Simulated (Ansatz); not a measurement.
ZrO₂ (Fm-3m)

These are results of Ansatz 0.2.0, DFT PBE, scalar-relativistic, plane waves, PAW, not measurements.

Cutoff 420 eV; k points 8×8×8 on the computed 3-atom cell (Γ-centred); Gaussian smearing, width 0.02 eV; no spin polarisation.

The structure is relaxed at this level of theory with its symmetry kept. This fluorite-type form isn't the usual stable structure of the compound.

The structure is cubic, space group Fm-3m (No. 225). The conventional cell has a = 5.116 Å, b = 5.116 Å, c = 5.116 Å, α = 90.00°, β = 90.00°, γ = 90.00°. Zr (site symmetry m-3m) is surrounded by 8 O at 2.22 Å. O (site symmetry -43m) has 4 Zr at 2.22 Å as nearest neighbours.

| Item | Value |
| --- | --- |
| Volume per atom | 75.3 bohr³ |
| Formation energy from the elements' standard states (uncorrected) | -3.349 eV/atom |
| Kohn–Sham band gap | 3.32 eV, indirect from X to Γ |
| Löwdin character of the top 1 eV of the valence band | O 2p 93 % |
| Löwdin character of the lowest 1 eV of the conduction band | Zr 4d 87 %, O 2p 11 % |
| Electron masses at the edge by Cartesian direction of the standard setting (m_e; degenerate bands sorted by energy; no spin-orbit coupling) | x: 2.1, 0.51; y: 2.1, 0.51; z: 2.1, 0.51 |
| Hole masses at the edge by Cartesian direction of the standard setting (m_e; degenerate bands sorted by energy; no spin-orbit coupling) | x: 0.28; y: 3.2; z: 3.2 |
| Bulk modulus | 236 GPa |
| Its pressure derivative | 4.2 |
| Electronic dielectric constant xx, yy, zz of the standard setting (independent particles) | 5.9, 5.9, 5.9 |
| Bader charges (e) | Zr (1 in the cell) 2.63, O (2 in the cell) -1.32 |